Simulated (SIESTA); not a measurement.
## Bi under changes of volume

One of the cells (34.026 Å³/atom); the others are scaled copies at fixed shape and fractional positions:

```
Bi
1.0
     3.48860   -3.13258    0.00000
     3.48860    3.13258    0.00000
    -1.26023    0.00000    3.11355
Bi
2
Direct
  0.75306 0.75306 0.85738
  0.24694 0.24694 0.14262
```

This isn't the form of Bi at room conditions, which is rhombohedral.

- Program: SIESTA 5.4.2
- Functional: PBEsol
- Potentials or basis: PseudoDojo 0.4 standard (PBEsol files)
- Basis: DZP (energy shift 0.003 Ry; two zetas on semicore shells)
- Grid cutoff: 500 Ry
- Energy shift: 0.003 Ry
- k mesh: 6 × 6 × 9
- Occupations: fermi-dirac, width 0.05 eV
- Spin: no spin polarisation

```csv
volume (Å³/atom),energy over the lowest point (meV/atom),pressure (GPa),largest force (eV/Å)
31.984,3.49,1.5,0.065
32.665,0.00,0.2,0.033
33.345,1.64,-0.9,0.005
34.026,?,?,?
34.706,17.66,-2.8,0.056
35.387,31.26,-3.6,0.084
36.067,48.00,-4.3,0.107
```

Task: What does the run at 34.026 Å³/atom give?

Result: Energy over the lowest point 7.68 meV/atom; pressure -1.9 GPa; largest force 0.029 eV/Å.

Worked out: A Birch-Murnaghan fit of order 3 (a polynomial in V^(-2/3)) to the other rows has its minimum at 32.78 Å³/atom with B0 = V·E''(V) = 56 GPa and B' = 4.5 at fixed shape and positions, which overstates the stiffness. It gives 7.65 meV/atom at 34.026 Å³/atom, against the run's 7.68, and -dE/dV = -1.9 GPa, against -1.9.

Energies are extrapolated to zero smearing.

Caveats: the basis of atomic orbitals isn't converged, which shifts pressures, moduli and gaps.
